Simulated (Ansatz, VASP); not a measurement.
# One calculation of Be, two programs

File INCAR:

```
PREC = Accurate
ENCUT = 520
EDIFF = 1E-7
ISMEAR = -1
SIGMA = 0.03
LREAL = False
LASPH = True
NELM = 100
ALGO = Normal
ISIF = 2
LWAVE = False
LCHARG = False
GGA = PE
NBANDS = 7
```

KPOINTS

```
Automatic mesh
0
Gamma
  23 23 23
```

POSCAR

```
Be
1.0
   -1.2776981900      1.2776981900      1.2776981900
    1.2776981900     -1.2776981900      1.2776981900
    1.2776981900      1.2776981900     -1.2776981900
Be
1
Direct
    0.0000000000      0.0000000000      0.0000000000
```

Input for Ansatz:

```yaml
crystal:
  lattice:
    - [-1.27769819, 1.27769819, 1.27769819]
    - [1.27769819, -1.27769819, 1.27769819]
    - [1.27769819, 1.27769819, -1.27769819]
  atoms:
    - { symbol: Be, position: [0.0, 0.0, 0.0] }
kpoints:
  mp_grid: { grid: [23, 23, 23] }
scf:
  occupations: { method: fermi_dirac, width: 0.03 }
hamiltonian:
  xc: pbe
  pseudopotentials: { kind: all_electron, lapw: { basis_error: 0.00025 } }
output:
  forces: true
  stress: true
  eigenvalues: true
```

Change from the starting cell: volume scaled by 1.06.

Alike in both runs: task single point; functional PBE; k mesh 23 × 23 × 23; occupations fermi-dirac, width 0.03 eV; no spin polarisation.

|  | VASP | Ansatz |
| --- | --- | --- |
| version | VASP 6.6.1 | Ansatz 0.2.0 |
| potentials or method | VASP PAW PBE potentials, release 64 (Be) | all-electron LAPW, scalar-relativistic |
| plane-wave cutoff (eV) | 520 | see its input |

Ansatz gave:

```
pressure (GPa) : -7.3
```

Problem. Which values does VASP return?

Solution. Pressure (GPa): -7.2.

Ansatz ran all-electron here, so the differences hold the error of VASP's frozen core and of both bases.
